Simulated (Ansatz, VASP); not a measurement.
**LiF (Griceite) in VASP and in Ansatz**

```
CELL_PARAMETERS angstrom
0.00000 2.05350 2.05350
2.05350 0.00000 2.05350
2.05350 2.05350 0.00000
ATOMIC_POSITIONS crystal
F 0.50000 0.50000 0.50000
Li 0.00000 0.00000 0.00000
```

Change from the starting cell: volume scaled by 1.06.

Alike in both runs: task single point; functional PBE; k mesh 11 × 11 × 11; occupations fermi-dirac, width 0.05 eV; no spin polarisation.

|  | VASP | Ansatz |
| --- | --- | --- |
| version | VASP 6.6.1 | Ansatz 0.2.0 |
| potentials or method | VASP PAW PBE potentials, release 64 (F, Li_sv) | Ansatz PAW |
| plane-wave cutoff (eV) | 520 | 420 |
| valence electrons in the cell | 10 | 10 |

|  | VASP | Ansatz | Ansatz less VASP |
| --- | --- | --- | --- |
| gap on the k mesh at the Fermi level (eV) | 8.59 | 8.59 | +0.001 |
| least direct gap on the mesh (eV) | 8.59 | 8.59 | +0.001 |

Caveats: an odd mesh through Γ misses points on the zone boundary, where band edges often lie (VASP); odd divisions of the mesh miss points on the zone boundary, where band edges often lie, so the gap on the mesh can be too wide (Ansatz).
